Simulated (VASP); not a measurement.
**Ag under changes of volume**

One of the cells (18.517 Å³/atom); the others are scaled copies at fixed shape and fractional positions:

```xyz
1
Lattice="-1.6666 1.6666 1.6666 1.6666 -1.6666 1.6666 1.6666 1.6666 -1.6666" Properties=species:S:1:pos:R:3 pbc="T T T"
Ag    0.0000    0.0000    0.0000
```

This isn't the form of Ag at room conditions, which is fcc.

| Item | Value |
| --- | --- |
| Program | VASP 6.6.1 |
| Functional | PBE |
| Potentials or basis | VASP PAW PBE potentials, release 64 (Ag) |
| Cutoff | 520 eV |
| k mesh | 11 × 11 × 11 |
| Occupations | fermi-dirac, width 0.05 eV |
| Spin | no spin polarisation |

| volume (Å³/atom) | energy over the lowest point (meV/atom) | pressure (GPa) |
| --- | --- | --- |
| 17.065 | 14.16 | 5.3 |
| 17.428 | 4.55 | 3.0 |
| 17.791 | 0.00 | 0.9 |
| 18.517 | 3.56 | -2.5 |
| 18.880 | 10.63 | -3.9 |
| 19.243 | ? | ? |

Q: What does the run at 19.243 Å³/atom give?

A: Energy over the lowest point 20.61 meV/atom; pressure -5.1 GPa.

Worked out: A Birch-Murnaghan fit of order 3 (a polynomial in V^(-2/3)) to the other rows has its minimum at 17.98 Å³/atom with B0 = V·E''(V) = 90 GPa and B' = 5.7. It gives 20.62 meV/atom at 19.243 Å³/atom, against the run's 20.61, and -dE/dV = -5.0 GPa, against -5.1.

Energies are extrapolated to zero smearing.
